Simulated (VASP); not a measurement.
**VASP inputs for LiCl (zincblende)**

INCAR

```
NBANDS = 12
LCHARG = .FALSE.
NSW = 0
PREC = Accurate
LASPH = .TRUE.
SIGMA = 0.01
EDIFF = 1E-7
ISIF = 2
GGA = CA
IBRION = -1
NELM = 120
ISMEAR = 0
LREAL = .FALSE.
LWAVE = .FALSE.
ENCUT = 520
```

KPOINTS

```
KPOINTS created by Atomic Simulation Environment
0
Gamma
8 8 8
0 0 0
```

KPOINTS_OPT

```
special points
6
Reciprocal
0.0000000000 0.0000000000 0.0000000000 1
0.5000000000 0.0000000000 0.5000000000 1
0.5000000000 0.2500000000 0.7500000000 1
0.3750000000 0.3750000000 0.7500000000 1
0.5000000000 0.5000000000 0.5000000000 1
0.6250000000 0.2500000000 0.6250000000 1
```

POSCAR

```
Li Cl
 1.0000000000000000
    -0.0000000000000000    2.7330425338988040    2.7330425338988040
     2.7330425338988040   -0.0000000000000000    2.7330425338988040
     2.7330425338988040    2.7330425338988040    0.0000000000000000
 Li  Cl
   1   1
Cartesian
  0.0000000000000000  0.0000000000000000  0.0000000000000000
  1.3665212669494020  1.3665212669494020  1.3665212669494020
```

VASP ran with the recommended LDA PAW datasets (10 valence electrons in the cell).

Question: What does this run give?

Answer: gap between bands v and c 5.64 eV; least direct gap 5.64 eV; pressure -2.1 GPa.

Band v is the last that the valence electrons fill when counted band by band, and c is the next. Levels in eV from the top of v:

```
point    v−1      v     c    c+1
    Γ   0.00   0.00  5.64   9.88
    X  -0.88  -0.88  6.24   9.37
    W  -1.17  -1.04  7.79  10.45
    K  -1.29  -0.70  7.27   9.93
    L  -0.30  -0.30  8.03  10.05
```
